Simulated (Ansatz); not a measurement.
**Cd: pressure up to the limit of the methods, part 1 of 2**

How does Cd (diamond type) answer strong compression, and how long do frozen cores keep up with all electrons? The runs shown use LAPW, crystal datasets and norm-conserving. Companion runs by PAW are cited. Its runs: the reference run (LAPW); volume scaled by 1 (crystal datasets and norm-conserving); volume scaled by 0.92 (LAPW); volume scaled by 0.84 (LAPW and crystal datasets); volume scaled by 0.76 (LAPW); volume scaled by 0.68 (LAPW); volume scaled by 0.6 (LAPW); volume scaled by 0.52 (LAPW and norm-conserving); volume scaled by 0.45 (LAPW, crystal datasets and norm-conserving).

This is Cd in the diamond structure; at room conditions it is hcp.

Program: Ansatz 0.2.0. Level of theory: DFT PBE, with the methods named in each step. These are calculated values, not measurements.

### 1 The structure to begin with

Symmetry: Fd-3m, No. 227, cubic system. The conventional cell has a = 6.687 Å, b = 6.687 Å, c = 6.687 Å, α = 90.00°, β = 90.00°, γ = 90.00°. Around Cd (site symmetry -43m) lie 4 Cd at 2.90 Å.

Structure file:

```
Cd
1.0
     0.00000    3.34375    3.34375
     3.34375    0.00000    3.34375
     3.34375    3.34375    0.00000
Cd
2
Direct
  0.87500 0.87500 0.87500
  0.12500 0.12500 0.12500
```

Whether this phase is the stable one at these pressures isn't tested.

Atoms are numbered in the order of the input: Cd1, Cd2.

### 2 The reference volume, LAPW

The input, input.yaml:

```yaml
crystal:
  lattice:
    - [0.0, 3.3437451837, 3.3437451837]
    - [3.3437451837, 0.0, 3.3437451837]
    - [3.3437451837, 3.3437451837, 0.0]
  atoms:
    - { symbol: Cd, position: [-0.125, -0.125, -0.125] }
    - { symbol: Cd, position: [0.125, 0.125, 0.125] }
kpoints:
  mp_grid: { grid: [12, 12, 12] }
  band_path:
    path:
      - [0.0, 0.0, 0.0]
      - [0.5, 0.0, 0.5]
      - [0.625, 0.25, 0.625]
      - [0.375, 0.375, 0.75]
      - [0.0, 0.0, 0.0]
      - [0.5, 0.5, 0.5]
      - [0.5, 0.25, 0.75]
      - [0.5, 0.0, 0.5]
    npoints: 14
scf:
  occupations: { method: fermi_dirac, width: 0.08 }
hamiltonian:
  xc: pbe
  pseudopotentials: { kind: all_electron, lapw: { basis_error: 0.001 } }
output:
  forces: true
  stress: true
  eigenvalues: true
  populations: true
  dos: { projected: true, de: 0.2, e_range: [-14, 8] }
```

The run is started by

```
ansatz run input.yaml --threads 1 --pin off --max-ram 2048MiB --backend cpu --events-out ev --progress --plain --runs-dir out
```

Log:

```text
Cd: projections on atomic orbitals take those of the free atom 1s2 2s2 2p6 3s2 3p6 3d10 4s2 4p6 4d10 5s2, of charge +0.00 (hamiltonian.pseudopotentials.projection_atoms)
LAPW: plane waves up to 7.923 Å⁻¹, error target 1.0e-3 eV per atom; small_component_spin mean_spin; Cd in spheres of 1.448 Å, 20 of its electrons in bands, Dirac shells []
Engine: ansatz 0.2.0
Pseudopotentials: kind: all_electron
Pseudopotential: Cd, LAPW, valence charge 20, Koelling and Harmon's equation, gaussian nucleus
Functional definition: PBE
  parameter kappa = 0.804
  parameter beta = 0.06672455060314922
  exchange = pbe_x(kappa = kappa, mu = beta*pi^2/3)
  correlation = pbe_c(beta = beta)
Crystal: 2 atoms, lattice volume = 74.770 Å³
Basis set: ecut = 239.1816026048258 eV, 609 PW (Γ), exchange–correlation at level 2
Bands: 24, of which v1, the nominal top of the filled ones, is band 20 counted from 1 (19 counted from 0)
Symmetry: 48 space group operations
Space group: Fd-3m (ITA 227), of the structure as read, at distance tolerance 4.2e-5 Å
k-points: 72 of 1728
Non-local potential: Cd, projectors of the file, none
Initial density: superposition of atomic densities (chi_scale 0.1, normalization cell)
Initial wavefunctions: plane waves of lowest kinetic energy (no species holds an atomic orbital)
Functional: x = pbe(κ = 0.804, μ = 0.2195149727645171), c = pbe(β = 0.06672455060314922)
iter 1 solved again at ethr=1.19e-4 eV; its pass at ethr=1.00e-1 eV (dr2=4.75e-2 eV) is discarded
SCF iter   1: F=—  HF=-304470.285276 eV  |F-HF|=—  |Δ(HF+E_count)|=         —  Δρ=7.28e-3  dr2=4.78e-2  ethr=1.19e-4  ⟨swp⟩=3.0  Hψ=11610  notcnv=0
preconditioner: auto → LDOS  [metal: Δε(μ)=0.037 eV  Ē_g=10.919 eV  σ=0.080 eV  W_gap=0.11  n_scr=14 (ndim 8)  ℏωp=21.0 eV  f_vac=0.279  D(μ)=1.21/eV (n_scr^D=8)  β→1.0]
iter 2 solved again at ethr=4.74e-6 eV; its pass at ethr=1.19e-4 eV (dr2=1.90e-3 eV) is discarded
SCF iter   2: F=—  HF=-304470.316900 eV  |F-HF|=—  |Δ(HF+E_count)|=   3.16e-2  Δρ=1.49e-3  dr2=1.90e-3  ethr=4.74e-6  ⟨swp⟩=2.0  Hψ=9673  notcnv=0
SCF iter   3: F=—  HF=-304470.235132 eV  |F-HF|=—  |Δ(HF+E_count)|=   8.18e-2  Δρ=1.48e-3  dr2=2.31e-3  ethr=4.74e-6  ⟨swp⟩=3.0  Hψ=5998  notcnv=0
SCF iter   4: F=—  HF=-304470.234795 eV  |F-HF|=—  |Δ(HF+E_count)|=   3.37e-4  Δρ=4.46e-4  dr2=3.23e-4  ethr=4.74e-6  ⟨swp⟩=3.0  Hψ=5146  notcnv=0
SCF iter   5: F=—  HF=-304470.234925 eV  |F-HF|=—  |Δ(HF+E_count)|=   1.30e-4  Δρ=1.16e-4  dr2=3.17e-5  ethr=8.08e-7  ⟨swp⟩=3.0  Hψ=5146  notcnv=0
SCF iter   6: F=—  HF=-304470.234935 eV  |F-HF|=—  |Δ(HF+E_count)|=   1.07e-5  Δρ=2.83e-5  dr2=8.01e-7  ethr=7.92e-8  ⟨swp⟩=3.0  Hψ=5146  notcnv=0
SCF iter   7: F=-304470.234936 eV  HF=-304470.234936 eV  |F-HF|=2.69e-8  |Δ(HF+E_count)|=   1.06e-6  Δρ=3.85e-6  dr2=9.39e-9  ethr=2.00e-9  ⟨swp⟩=3.0  Hψ=5150  notcnv=0
SCF 1 converged in 7 iterations: F = -304470.234936 eV  dr2 = 9.39e-9
NSCF: frozen V_eff on 99 k-points
SCF converged after 7 iterations
Free energy (F): -304470.234936 eV
Harris-Foulkes:  -304470.234936 eV  (|F-HF|=2.69e-8)
Internal energy: -304470.210235 eV  (E = F + TS)
E sigma→0 (E₀):  -304470.222586 eV
Entropy (-TS):   -0.024701 eV (-12.350 meV/atom)
Fermi energy:    7.542078 eV
--- Per-component energies (eV) ---
  E_band       = -1063.212514
  E_kinetic    = 318952.855106
  E_xc         = -8417.022129
  E_electrostatic = -615006.043212  (all electrons and nuclei)
  E_smearing   = -0.024701  (= −TS)
  E_closure    = 0.000000  (closes the sum)
  E_atoms      = -304469.393213  (free atoms, spherical and without spin; not in F)
  Σ components = -304470.234936   (vs F -304470.234936, Δ=0.00e0)
  Basis errors (estimates in eV, not in F): energy 4.0e-4 per atom: plane waves 3.9e-4 (2.3e-4 summed), levels above the bands 3.6e-32, relativity 9.6e-8, radial functions 5.0e-6, core shells 1.5e-7; eigenvalues (radial functions only) 7.1e-7; not estimated: angular momenta, meshes, grids; target (lapw.basis_error) 1.0e-3; muffin-tin radii Cd 1.448 Å
--- Forces (eV/Å), atoms counted from 1 ---
  atom   1  Cd    -0.00000000    -0.00000000     0.00000000
  atom   2  Cd     0.00000000    -0.00000000    -0.00000000
  max |Σ_I F_I| component: 1.45e-18 eV/Å
--- Stress (GPa, compression-positive) ---
        0.039092      -0.000000       0.000000
       -0.000000       0.039092       0.000000
        0.000000       0.000000       0.039092
  P = ⅓ Tr σ = 0.0391 GPa (0.391 kbar)
--- Band table (eV; the first three rows and the last of 72) ---
  k-point 0: bands = ["-95.3235", "-95.3171", "-56.3843", "-56.3843", "-56.3843", "-56.3558", "-56.3558", "-56.3558", "-1.5870", "-1.5870", "-1.5870", "-1.5353", "-1.5353", "-0.9040", "-0.9040", "-0.9040", "-0.7605", "-0.7605", "1.2362", "11.7696", "11.7696", "11.7696", "12.2694", "12.9737"]
  k-point 1: bands = ["-95.3234", "-95.3172", "-56.3845", "-56.3845", "-56.3842", "-56.3560", "-56.3556", "-56.3556", "-1.6072", "-1.6072", "-1.5853", "-1.5089", "-1.5089", "-0.9124", "-0.9120", "-0.9120", "-0.7549", "-0.7549", "1.3116", "10.5967", "11.5342", "11.5342", "12.4467", "13.2387"]
  k-point 2: bands = ["-95.3232", "-95.3175", "-56.3849", "-56.3849", "-56.3836", "-56.3565", "-56.3553", "-56.3553", "-1.6316", "-1.6316", "-1.5809", "-1.4688", "-1.4688", "-0.9352", "-0.9287", "-0.9287", "-0.7432", "-0.7432", "1.5366", "9.1481", "11.1224", "11.1224", "12.1845", "13.6753"]
  k-point 71: bands = ["-95.3203", "-95.3203", "-56.3884", "-56.3884", "-56.3701", "-56.3701", "-56.3518", "-56.3518", "-1.7237", "-1.7237", "-1.3734", "-1.3734", "-1.1928", "-1.1928", "-1.0826", "-1.0826", "-0.6339", "-0.6339", "4.7974", "4.7974", "7.6330", "7.6330", "14.2182", "14.2182"]
--- Löwdin populations: 2 sites ---
  site symbol       q [e]
     0     Cd     47.6890
     1     Cd     47.6890
  spilling = 0.006479 (of n_electrons = 96.000000)
```

Run time: 28 s. Hardware: 1 thread of Arm Neoverse V2, shared host; peak memory 0.41 GiB.

In short: pressure 0.04 GPa; no gap.

At the corners of the path (eV, zero at the Fermi level):

```csv
point,band 17,band 18,band 19,band 20,band 21,band 22,band 23
Γ,-8.30,-8.30,-6.31,4.23,4.23,4.23,4.73
X,-8.22,-8.22,-2.90,-2.90,0.95,0.95,3.65
U,-8.22,-8.17,-3.19,-2.44,-0.32,1.40,3.99
K,-8.22,-8.17,-3.19,-2.44,-0.32,1.40,3.99
Γ,-8.30,-8.30,-6.31,4.23,4.23,4.23,4.73
L,-8.27,-8.27,-4.26,-2.45,2.68,2.68,4.13
W,-8.18,-8.18,-2.74,-2.74,0.09,0.09,6.68
X,-8.22,-8.22,-2.90,-2.90,0.95,0.95,3.65
```

States per cell in windows of 1 eV (zero at the Fermi level; grid of 0.20 eV, so sharp peaks spill over the borders):

```csv
from,to,total,Cd 4d,Cd 5s
-10,-9,4.58,4.57,0.00
-9,-8,15.42,15.32,0.09
-8,-7,0.00,0.00,0.00
-7,-6,0.02,0.00,0.02
-6,-5,0.39,0.01,0.37
-5,-4,0.79,0.03,0.75
-4,-3,0.76,0.02,0.72
-3,-2,0.56,0.01,0.49
-2,-1,0.80,0.01,0.66
-1,0,0.51,0.00,0.27
0,1,1.27,0.00,0.17
1,2,1.48,0.00,0.09
2,3,1.09,0.00,0.04
3,4,0.38,0.00,0.01
4,5,1.11,0.00,0.06
```

### 3 Volume scaled by 1, crystal datasets

The input, input.yaml:

```yaml
crystal:
  lattice:
    - [0.0, 3.3437451837, 3.3437451837]
    - [3.3437451837, 0.0, 3.3437451837]
    - [3.3437451837, 3.3437451837, 0.0]
  atoms:
    - { symbol: Cd, position: [-0.125, -0.125, -0.125] }
    - { symbol: Cd, position: [0.125, 0.125, 0.125] }
kpoints:
  mp_grid: { grid: [12, 12, 12] }
scf:
  occupations: { method: fermi_dirac, width: 0.08 }
hamiltonian:
  xc: pbe
  pseudopotentials: { kind: all_electron, datasets: crystal }
output:
  forces: true
  stress: true
  eigenvalues: true
```

The run is started by

```
ansatz run input.yaml --threads 1 --pin off --max-ram 2048MiB --backend cpu --events-out ev --progress --plain --runs-dir out
```

Log (excerpt; [...] marks lines left out):

```text
[...]
band count auto-derived: 17 (N_el = 24.0; filled up to band 12; 16 by the electrons, moments and atoms)
[...]
[... 1 set-up line as earlier in the session ...]
Pseudopotential: Cd, paw, valence charge 12, recommended cutoff 240 eV (normal), Koelling and Harmon's equation, gaussian nucleus
[... 1 set-up line as earlier in the session ...]
[...]
Crystal: 2 atoms, lattice volume = 74.770 Å³
[...]
  atom   2  Cd     0.00000000    -0.00000000     0.00000000
[...]
--- Stress (GPa, compression-positive) ---
        0.039596      -0.000000       0.000000
       -0.000000       0.039596      -0.000000
       -0.000000       0.000000       0.039596
  P = ⅓ Tr σ = 0.0396 GPa (0.396 kbar)
--- Band table (eV; the first three rows and the last of 72) ---
  k-point 0: bands = ["-1.5870", "-1.5870", "-1.5870", "-1.5353", "-1.5353", "-0.9041", "-0.9041", "-0.9041", "-0.7606", "-0.7606", "1.2362", "11.7696", "11.7696", "11.7696", "12.2693"]
[...]
```

Run time: 6.5 s. Hardware: 1 thread of Arm Neoverse V2, shared host; peak memory 0.4 GiB.

This run gives: pressure 0.04 GPa; no gap.

### 4 Volume scaled by 1, norm-conserving

Changes to input.yaml since step 3:

```diff
@@ -14,3 +14,3 @@
   xc: pbe
-  pseudopotentials: { kind: all_electron, datasets: crystal }
+  pseudopotentials: { kind: nc }
 output:
```

The run is started by

```
ansatz run input.yaml --threads 1 --pin off --max-ram 2048MiB --backend cpu --events-out ev --progress --plain --runs-dir out
```

Log (excerpt; [...] marks lines left out):

```text
[...]
Pseudopotentials: kind: nc
Pseudopotential: Cd, nc, valence charge 20, recommended cutoff 1071 eV (normal), Cd.nc.azcp
[... 1 set-up line as earlier in the session ...]
[...]
Crystal: 2 atoms, lattice volume = 74.770 Å³
Basis set: ecut = 1071 eV, 5961 PW (Γ), exchange–correlation on 108×108×108 points (8 copies of the dense FFT grid, shifted against one another)
[...]
Fermi energy:    6.976445 eV
[...]
--- Forces (eV/Å), atoms counted from 1 ---
  atom   1  Cd     0.00000000     0.00000000    -0.00000000
  atom   2  Cd     0.00000000    -0.00000000    -0.00000000
[...]
--- Stress (GPa, compression-positive) ---
        0.041213      -0.000000       0.000000
       -0.000000       0.041213      -0.000000
        0.000000       0.000000       0.041213
  P = ⅓ Tr σ = 0.0412 GPa (0.412 kbar)
--- Band table (eV; the first three rows and the last of 72) ---
[... band rows left out ...]
[...]
```

It took 17 s on 1 thread of Arm Neoverse V2, shared host; peak memory 0.58 GiB.

Result: pressure 0.04 GPa; no gap.

### 5 Volume scaled by 0.92, LAPW

The input, input.yaml:

```yaml
crystal:
  lattice:
    - [0.0, 3.2520892034, 3.2520892034]
    - [3.2520892034, 0.0, 3.2520892034]
    - [3.2520892034, 3.2520892034, 0.0]
  atoms:
    - { symbol: Cd, position: [-0.125, -0.125, -0.125] }
    - { symbol: Cd, position: [0.125, 0.125, 0.125] }
kpoints:
  mp_grid: { grid: [12, 12, 12] }
scf:
  occupations: { method: fermi_dirac, width: 0.08 }
hamiltonian:
  xc: pbe
  pseudopotentials: { kind: all_electron, lapw: { basis_error: 0.001 } }
output:
  forces: true
  stress: true
  eigenvalues: true
  populations: true
```

The run is started by

```
ansatz run input.yaml --threads 1 --pin off --max-ram 2048MiB --backend cpu --events-out ev --progress --plain --runs-dir out
```

Log (excerpt; [...] marks lines left out):

```text
Cd: projections on atomic orbitals take those of the free atom 1s2 2s2 2p6 3s2 3p6 3d10 4s2 4p6 4d10 5s2, of charge +0.00 (hamiltonian.pseudopotentials.projection_atoms)
LAPW: plane waves up to 8.187 Å⁻¹, error target 1.0e-3 eV per atom; small_component_spin mean_spin; Cd in spheres of 1.408 Å, 20 of its electrons in bands, Dirac shells []
[...]
[... 1 set-up line as earlier in the session ...]
[...]
--- Stress (GPa, compression-positive) ---
        1.623301       0.000000      -0.000000
        0.000000       1.623301       0.000000
       -0.000000       0.000000       1.623301
  P = ⅓ Tr σ = 1.6233 GPa (16.233 kbar)
--- Band table (eV; the first three rows and the last of 72) ---
[... band rows left out ...]
[...]
--- Löwdin populations: 2 sites ---
  site symbol       q [e]
     0     Cd     47.6648
     1     Cd     47.6648
  spilling = 0.006984 (of n_electrons = 96.000000)
```

Wall time 20 s (1 thread of Arm Neoverse V2, shared host); peak memory 0.42 GiB.

This run gives: pressure 1.62 GPa; no gap.

### 6 Volume scaled by 0.84, LAPW

Changes to input.yaml since step 5:

```diff
@@ -2,5 +2,5 @@
   lattice:
-    - [0.0, 3.2520892034, 3.2520892034]
-    - [3.2520892034, 0.0, 3.2520892034]
-    - [3.2520892034, 3.2520892034, 0.0]
+    - [0.0, 3.154953305, 3.154953305]
+    - [3.154953305, 0.0, 3.154953305]
+    - [3.154953305, 3.154953305, 0.0]
   atoms:
```

The run is started by

```
ansatz run input.yaml --threads 1 --pin off --max-ram 2048MiB --backend cpu --events-out ev --progress --plain --runs-dir out
```

Log (excerpt; [...] marks lines left out):

```text
Cd: projections on atomic orbitals take those of the free atom 1s2 2s2 2p6 3s2 3p6 3d10 4s2 4p6 4d10 5s2, of charge +0.00 (hamiltonian.pseudopotentials.projection_atoms)
LAPW: plane waves up to 8.482 Å⁻¹, error target 1.0e-3 eV per atom; small_component_spin mean_spin; Cd in spheres of 1.366 Å, 20 of its electrons in bands, Dirac shells []
[...]
[... 1 set-up line as earlier in the session ...]
[...]
--- Stress (GPa, compression-positive) ---
        4.407904       0.000000      -0.000000
        0.000000       4.407904       0.000000
       -0.000000       0.000000       4.407904
  P = ⅓ Tr σ = 4.4079 GPa (44.079 kbar)
--- Band table (eV; the first three rows and the last of 72) ---
[... band rows left out ...]
[...]
--- Löwdin populations: 2 sites ---
  site symbol       q [e]
     0     Cd     47.6409
     1     Cd     47.6409
  spilling = 0.007480 (of n_electrons = 96.000000)
```

It took 24 s on 1 thread of Arm Neoverse V2, shared host; peak memory 0.42 GiB.

Read from it: pressure 4.41 GPa; no gap.

### 7 Volume scaled by 0.84, crystal datasets

Changes to input.yaml since step 6:

```diff
@@ -14,3 +14,3 @@
   xc: pbe
-  pseudopotentials: { kind: all_electron, lapw: { basis_error: 0.001 } }
+  pseudopotentials: { kind: all_electron, datasets: crystal }
 output:
@@ -19,2 +19 @@
   eigenvalues: true
-  populations: true
```

The run is started by

```
ansatz run input.yaml --threads 1 --pin off --max-ram 2048MiB --backend cpu --events-out ev --progress --plain --runs-dir out
```

Log (excerpt; [...] marks lines left out):

```text
[...]
[... 3 set-up lines as earlier in the session ...]
[...]
Crystal: 2 atoms, lattice volume = 62.807 Å³
Basis set: ecut = 240 eV, 531 PW (Γ), exchange–correlation on 48×48×48 points (8 copies of the dense FFT grid, shifted against one another)
[...]
  atom   2  Cd    -0.00000000     0.00000000     0.00000000
[...]
--- Stress (GPa, compression-positive) ---
        4.411065       0.000000       0.000000
       -0.000000       4.411065      -0.000000
        0.000000       0.000000       4.411065
  P = ⅓ Tr σ = 4.4111 GPa (44.111 kbar)
--- Band table (eV; the first three rows and the last of 72) ---
  k-point 0: bands = ["0.1546", "0.1546", "0.1546", "0.2144", "0.2144", "1.0984", "1.0984", "1.0984", "1.3413", "1.3413", "2.5814", "14.6351", "14.6351", "14.6351", "15.7425"]
[...]
```

It took 7.4 s on 1 thread of Arm Neoverse V2, shared host; peak memory 0.42 GiB.

Result: pressure 4.41 GPa; no gap.

### 8 Volume scaled by 0.76, LAPW

The input, input.yaml:

```yaml
crystal:
  lattice:
    - [0.0, 3.0514367422, 3.0514367422]
    - [3.0514367422, 0.0, 3.0514367422]
    - [3.0514367422, 3.0514367422, 0.0]
  atoms:
    - { symbol: Cd, position: [-0.125, -0.125, -0.125] }
    - { symbol: Cd, position: [0.125, 0.125, 0.125] }
kpoints:
  mp_grid: { grid: [12, 12, 12] }
scf:
  occupations: { method: fermi_dirac, width: 0.08 }
hamiltonian:
  xc: pbe
  pseudopotentials: { kind: all_electron, lapw: { basis_error: 0.001 } }
output:
  forces: true
  stress: true
  eigenvalues: true
  populations: true
```

The run is started by

```
ansatz run input.yaml --threads 1 --pin off --max-ram 2048MiB --backend cpu --events-out ev --progress --plain --runs-dir out
```

Log (excerpt; [...] marks lines left out):

```text
Cd: projections on atomic orbitals take those of the free atom 1s2 2s2 2p6 3s2 3p6 3d10 4s2 4p6 4d10 5s2, of charge +0.00 (hamiltonian.pseudopotentials.projection_atoms)
LAPW: plane waves up to 8.815 Å⁻¹, error target 1.0e-3 eV per atom; small_component_spin mean_spin; Cd in spheres of 1.321 Å, 30 of its electrons in bands, Dirac shells []
[...]
[... 1 set-up line as earlier in the session ...]
[...]
  atom   2  Cd     0.00000000     0.00000000     0.00000000
[...]
--- Stress (GPa, compression-positive) ---
        9.228297       0.000000       0.000000
        0.000000       9.228297       0.000000
        0.000000       0.000000       9.228297
  P = ⅓ Tr σ = 9.2283 GPa (92.283 kbar)
--- Band table (eV; the first three rows and the last of 72) ---
[...]
--- Löwdin populations: 2 sites ---
  site symbol       q [e]
     0     Cd     47.6161
     1     Cd     47.6161
  spilling = 0.007998 (of n_electrons = 96.000000)
```

Wall time 28 s (1 thread of Arm Neoverse V2, shared host); peak memory 0.45 GiB.

Read from it: pressure 9.23 GPa; no gap.

### 9 Volume scaled by 0.68, LAPW

Changes to input.yaml since step 8:

```diff
@@ -2,5 +2,5 @@
   lattice:
-    - [0.0, 3.0514367422, 3.0514367422]
-    - [3.0514367422, 0.0, 3.0514367422]
-    - [3.0514367422, 3.0514367422, 0.0]
+    - [0.0, 2.940375608, 2.940375608]
+    - [2.940375608, 0.0, 2.940375608]
+    - [2.940375608, 2.940375608, 0.0]
   atoms:
```

The run is started by

```
ansatz run input.yaml --threads 1 --pin off --max-ram 2048MiB --backend cpu --events-out ev --progress --plain --runs-dir out
```

Log (excerpt; [...] marks lines left out):

```text
Cd: projections on atomic orbitals take those of the free atom 1s2 2s2 2p6 3s2 3p6 3d10 4s2 4p6 4d10 5s2, of charge +0.00 (hamiltonian.pseudopotentials.projection_atoms)
LAPW: plane waves up to 9.196 Å⁻¹, error target 1.0e-3 eV per atom; small_component_spin mean_spin; Cd in spheres of 1.273 Å, 30 of its electrons in bands, Dirac shells []
[...]
[... 1 set-up line as earlier in the session ...]
[...]
  atom   2  Cd    -0.00000000     0.00000000     0.00000000
[...]
--- Stress (GPa, compression-positive) ---
       17.712914      -0.000000       0.000000
       -0.000000      17.712914       0.000000
        0.000000       0.000000      17.712914
  P = ⅓ Tr σ = 17.7129 GPa (177.129 kbar)
--- Band table (eV; the first three rows and the last of 72) ---
[...]
--- Löwdin populations: 2 sites ---
  site symbol       q [e]
     0     Cd     47.5897
     1     Cd     47.5897
  spilling = 0.008547 (of n_electrons = 96.000000)
```

It took 26 s on 1 thread of Arm Neoverse V2, shared host; peak memory 0.45 GiB.

In short: pressure 17.71 GPa; no gap.

### 10 Volume scaled by 0.6, LAPW

Changes to input.yaml since step 9:

```diff
@@ -2,5 +2,5 @@
   lattice:
-    - [0.0, 2.940375608, 2.940375608]
-    - [2.940375608, 0.0, 2.940375608]
-    - [2.940375608, 2.940375608, 0.0]
+    - [0.0, 2.8202239124, 2.8202239124]
+    - [2.8202239124, 0.0, 2.8202239124]
+    - [2.8202239124, 2.8202239124, 0.0]
   atoms:
```

The run is started by

```
ansatz run input.yaml --threads 1 --pin off --max-ram 2048MiB --backend cpu --events-out ev --progress --plain --runs-dir out
```

Log (excerpt; [...] marks lines left out):

```text
Cd: projections on atomic orbitals take those of the free atom 1s2 2s2 2p6 3s2 3p6 3d10 4s2 4p6 4d10 5s2, of charge +0.00 (hamiltonian.pseudopotentials.projection_atoms)
LAPW: plane waves up to 9.638 Å⁻¹, error target 1.0e-3 eV per atom; small_component_spin mean_spin; Cd in spheres of 1.221 Å, 30 of its electrons in bands, Dirac shells []
[...]
[... 1 set-up line as earlier in the session ...]
[...]
  atom   2  Cd    -0.00000000     0.00000000     0.00000000
[...]
--- Stress (GPa, compression-positive) ---
       33.314166      -0.000000       0.000000
       -0.000000      33.314166      -0.000000
        0.000000      -0.000000      33.314166
  P = ⅓ Tr σ = 33.3142 GPa (333.142 kbar)
--- Band table (eV; the first three rows and the last of 72) ---
[...]
--- Löwdin populations: 2 sites ---
  site symbol       q [e]
     0     Cd     47.5670
     1     Cd     47.5670
  spilling = 0.009021 (of n_electrons = 96.000000)
```

Run time: 26 s. Hardware: 1 thread of Arm Neoverse V2, shared host; peak memory 0.46 GiB.

This run gives: pressure 33.31 GPa; no gap.

(Continued in part 2 of 2.)
